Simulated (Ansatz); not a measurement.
# LiF: energy against volume in PBE, exact exchange and the RPA

One table from this session's results is given with a row withheld; the runs are named, their logs left out.

Code: Ansatz 0.2.0. PBE orbitals, norm-conserving pseudopotentials, plane waves. Calculated at 0 K for a non-magnetic cell.

## Starting point

The cell was relaxed beforehand with r2SCAN; volume changes: +0 %, -5 %, +5 %, -10 %, +10 %.

It is cubic, Fm-3m (No. 225); a = 3.990 Å in the conventional setting, 7.94 Å³ an atom. Near Li stand 6 F at 1.99 Å; near F stand 6 Li at 1.99 Å.

As a file:

```cif
data_structure
_symmetry_space_group_name_H-M 'Fm-3m'
_symmetry_Int_Tables_number 225
_cell_length_a 3.9897
_cell_length_b 3.9897
_cell_length_c 3.9897
_cell_angle_alpha 90.000
_cell_angle_beta 90.000
_cell_angle_gamma 90.000
_cell_volume 63.51
loop_
_atom_site_label
_atom_site_type_symbol
_atom_site_symmetry_multiplicity
_atom_site_Wyckoff_symbol
_atom_site_fract_x
_atom_site_fract_y
_atom_site_fract_z
_atom_site_occupancy
Li1 Li 4 a 0.00000 0.00000 0.00000 1
F1 F 4 b 0.50000 0.00000 0.00000 1
```

Set-up of the first run:

Contents of input.yaml:

```yaml
crystal:
  lattice:
    - [0.0, 1.9948715911, 1.9948715911]
    - [1.9948715911, 0.0, 1.9948715911]
    - [1.9948715911, 1.9948715911, 0.0]
  atoms:
    - { symbol: Li, position: [0.0, 0.0, 0.0] }
    - { symbol: F, position: [0.5, 0.5, 0.5] }
kpoints:
  mp_grid: { grid: [6, 6, 6] }
hamiltonian:
  xc: pbe
  pseudopotentials: { kind: nc }
scf:
  occupations: { method: fixed }
output:
  rpa_energy:
    ecut_chi_ladder: [317, 355, 394, 437, 480]
    long_wavelength: optical_limit
basis:
  ecutwfc: 1320.0
```

Steps of the session up to this table: The unscaled cell; Volume -5 %; Volume +5 %; Volume -10 %; Volume +10 %.

One table of the session follows, with a row left open; its other results are not shown here.

Energies in meV/atom from the unscaled cell:

```
volume (Å³/atom)   PBE  exact exchange  EXX+RPA  RPA correlation
           7.145  45.9            26.9     25.1             -1.8
           7.542  16.2             6.9      6.7             -0.2
           7.939   0.0             0.0      0.0              0.0
           8.336     ?               ?        ?                ?
           8.732  -3.2            14.1     12.6             -1.4
```

Q: Estimate the row for volume (Å³/atom) = 8.336 from the others.

Worked estimate for «PBE». A straight line through the neighbours (7.939, 0.0) and (8.732, -3.2) gives 0.0 + (-3.2 − 0.0) × (8.336 − 7.939) / (8.732 − 7.939) = -1.6; a parabola fitted to 3 rows on both sides gives -6.5.

As computed: PBE: -5.7; exact exchange: 3.1; EXX+RPA: 4.6; RPA correlation: 1.5. In «PBE» the line misses by +4.1 and the parabola by -0.8.

To keep in mind: The curve is too rough to resolve B₀ and B₀′ of EXX+RPA; its minimum, near 8.0 Å³/atom, is a rough guide.
